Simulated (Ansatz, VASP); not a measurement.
# Sb: VASP beside Ansatz

```
Sb
1.0
     3.16000    0.00000    0.00000
     0.00000    3.16000    0.00000
     0.00000    0.00000    3.16000
Sb
1
Direct
  0.00000 0.00000 0.00000
```

This isn't the form of Sb at room conditions, which is rhombohedral.

Alike in both runs: functional r2SCAN; k mesh 5 × 5 × 5; occupations fermi-dirac, width 0.05 eV; no spin polarisation.

```csv
,VASP,Ansatz
version,VASP 6.6.1,Ansatz 0.2.0
potentials or method,"VASP PAW PBE potentials, release 64 (Sb)",Ansatz PAW
plane-wave cutoff (eV),520,500
valence electrons in the cell,5,15
task,single point,band structure
```

|  | VASP | Ansatz | Ansatz less VASP |
| --- | --- | --- | --- |
| gap on the k mesh at the Fermi level (eV) | none | none | - |
| pressure (GPa) | -3.5 | -3.5 | +0.02 |

A gap of «none» marks a metal or a gap that the smearing closes. The two sets of potentials don't hold the same shells in valence.

Caveats: the k mesh is coarse (spacing up to 0.40 Å⁻¹), so the values aren't converged; the PAW data sets were made with another functional, which shifts forces and pressure a little (VASP); spin-orbit coupling is left out, which moves the levels of the heavy elements (Ansatz); the PAW data sets come from PBE, with cores solved anew for the run's functional, which leaves a small shift of forces and pressure (Ansatz). Spin-orbit coupling is left out, which matters for the levels of Sb.
